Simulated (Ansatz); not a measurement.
SiNi: all-electron results

```
Si Ni
1.0
     3.02662    0.00000    0.00000
     0.00000    3.27350    0.00000
     0.00000    0.00000    4.69776
Si Ni
2 2
Direct
  0.50000 0.50000 0.84230
  0.00000 0.00000 0.15770
  0.50000 0.50000 0.34422
  0.00000 0.00000 0.65578
```

Atom numbers follow the list: Si1, Si2, Ni3, Ni4.

The cell comes from COD entry 2300377, which wasn't checked; take it as a given geometry.

All numbers are computed: DFT, LDA, all-electron LAPW, scalar-relativistic (Ansatz 0.2.0); DFT, LDA, PAW with Ansatz's default frozen-core files, scalar-relativistic (Ansatz 0.2.0).

For LAPW: a Γ-centred 11×10×7 k mesh, Fermi–Dirac smearing of 0.05 eV, basis error target 1 meV/atom, spin-polarised from start moments Ni3 1.5, Ni4 1.5 μB (the moments died away, and the run ended non-magnetic). PAW takes a cutoff of 420 eV at this cell (files made with PBE, cores remade for this functional). The Ansatz runs share mesh, smearing and spin set-up. Values come from LAPW unless marked.

```
Pressure at this cell                                                                                                  : -9.95 GPa
Band gap                                                                                                               : none: bands cross the Fermi level, a metal
Stress xx, yy, zz (compression positive)                                                                               : -8.99, -9.77, -11.10 GPa
Largest force                                                                                                          : 0.184 eV/Å on Si1
Density of states at the Fermi level (0.2 eV bin)                                                                      : 1.07 states/eV per cell
Löwdin charges (with 0.49 e of the cell spilling out of the atomic basis, so their sizes and signs hang on that basis) : Si1 -0.29, Ni3 0.53 e
Bader charges (from the PAW run)                                                                                       : Si1 +0.43, Ni3 -0.43 e
Volume per atom                                                                                                        : 11.64 Å³
```
